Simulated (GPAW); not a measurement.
A run of GPAW 26.7.0 is set up as follows.

The input run.py:

```python
from ase import Atoms
from ase.dft.bandgap import bandgap
from ase.io import write
from ase.units import GPa
from gpaw import GPAW, PW

atoms = Atoms(['Sn'],
              cell=[[-1.726539, 1.775547, 2.338342],
                    [1.726539, -1.775547, 2.338342],
                    [1.726539, 1.775547, -2.338342]],
              scaled_positions=[[0.0, 0.0, 0.0]],
              pbc=True)

calc = GPAW(mode=PW(600),
            xc='PBE',
            kpts={'size': (11, 11, 11), 'gamma': True},
            occupations={'name': 'methfessel-paxton', 'order': 0, 'width': 0.02},
            nbands=14,
            convergence={'density': 1e-05, 'energy': 1e-05},
            maxiter=150,
            txt='gpaw.txt')
atoms.calc = calc
energy = atoms.get_potential_energy()
forces = atoms.get_forces()
stress = atoms.get_stress()
calc.write('gs.gpw')
write('result.traj', atoms)
print(f'Energy: {energy:.6f} eV')
print('Forces (eV/A):')
print(forces.round(4))
print('Stress (GPa):', (stress / GPa).round(3))
print('Fermi level:', round(calc.get_fermi_level(), 4), 'eV')
print(f'Gap: {bandgap(calc)[0]:.4f} eV, direct: {bandgap(calc, direct=True)[0]:.4f} eV')
```

Potentials or basis: GPAW PAW data sets (gpaw-data 1.2.1), pw.

Launch:

```sh
$ OMP_NUM_THREADS=1 python run.py
```

**Question.** Predict the pressure.

**Answer.** -1.2 GPa.

**Question.** Estimate the band gap on the k mesh.

**Answer.** None (metal or under the smearing width).

Stress tensor (GPa, compression positive):
```
-0.47  0.00  0.00
 0.00 -2.43  0.00
 0.00  0.00 -0.78
```
